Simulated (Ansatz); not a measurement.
**Cu: straining the crystal, a stretch of c alone**

One table from this session's results is given with a row withheld; the runs are named, their logs left out.

Program: Ansatz 0.2.0. Level of theory: DFT r2SCAN, scalar-relativistic, plane waves, PAW. These are calculated values, not measurements.

## The system as given

Symmetry: I4/mmm, No. 139, tetragonal system. Conventional cell: a = 2.895 Å, b = 2.895 Å, c = 2.739 Å, α = 90.00°, β = 90.00°, γ = 90.00°. Around Cu (site symmetry 4/mmm) lie 10 Cu at 2.46 to 2.74 Å.

Structure file:

```cif
data_structure
_symmetry_space_group_name_H-M 'I4/mmm'
_symmetry_Int_Tables_number 139
_cell_length_a 2.8954
_cell_length_b 2.8954
_cell_length_c 2.7386
_cell_angle_alpha 90.000
_cell_angle_beta 90.000
_cell_angle_gamma 90.000
_cell_volume 22.96
loop_
_atom_site_label
_atom_site_type_symbol
_atom_site_symmetry_multiplicity
_atom_site_Wyckoff_symbol
_atom_site_fract_x
_atom_site_fract_y
_atom_site_fract_z
_atom_site_occupancy
Cu1 Cu 2 a 0.00000 0.00000 0.00000 1
```

It goes back to an entry of the Materials Project, which need not be the stable form.

The unstrained cell comes from an earlier run at this level (2 atoms, E(σ→0) -13262.4038 eV, gap none (metal)).

The first run:

File input.yaml:

```yaml
crystal:
  lattice:
    - [2.8953822153, 0.0, 0.0]
    - [0.0, 2.8953822153, 0.0]
    - [0.0, 0.0, 2.711241768]
  atoms:
    - { symbol: Cu, position: [0.0, 0.0, 0.0] }
    - { symbol: Cu, position: [0.5, 0.5, 0.5] }
basis:
  ecutwfc: 500
kpoints:
  mp_grid: { grid: [18, 18, 18] }
hamiltonian:
  xc: r2scan
scf:
  occupations: { method: gaussian, width: 0.1 }
output:
  forces: true
  stress: true
  eigenvalues: true
```

The run is started by

```sh
$ ansatz run input.yaml --threads 1 --pin off --max-ram 2560MiB --backend cpu --events-out ev --progress --plain --runs-dir out
```

Steps of the session up to this table: At -1.0 %; Strain +1.0 %; The cell strained by -2.0 %; At +2.0 %; At -3.0 %; The cell strained by +3.0 %.

One table of the session follows, with a row left open; its other results are not shown here.

Lengths are those of the vectors of the cell that was run; stresses in GPa:

```
strain (%)  ΔE (meV/atom)  c (Å)
      -3.0            5.9  2.656
      -2.0              ?      ?
      -1.0            0.6  2.711
      +0.0            0.0  2.739
      +1.0            0.7  2.766
      +2.0            2.4  2.793
      +3.0            5.2  2.821
```

Q: Estimate the row for strain (%) = -2.0 from the others.

Worked estimate for «ΔE (meV/atom)». A straight line through the neighbours (-3.0, 5.9) and (-1.0, 0.6) gives 5.9 + (0.6 − 5.9) × (-2.0 + 3.0) / (-1.0 + 3.0) = 3.2; a parabola fitted to 3 rows on both sides gives 2.6.

As computed: ΔE (meV/atom): 2.5; c (Å): 2.684. In «ΔE (meV/atom)» the line misses by +0.7 and the parabola by +0.1.

ΔE is over the unstrained cell. Stress in GPa, positive in compression, on the Cartesian axes of the input. 
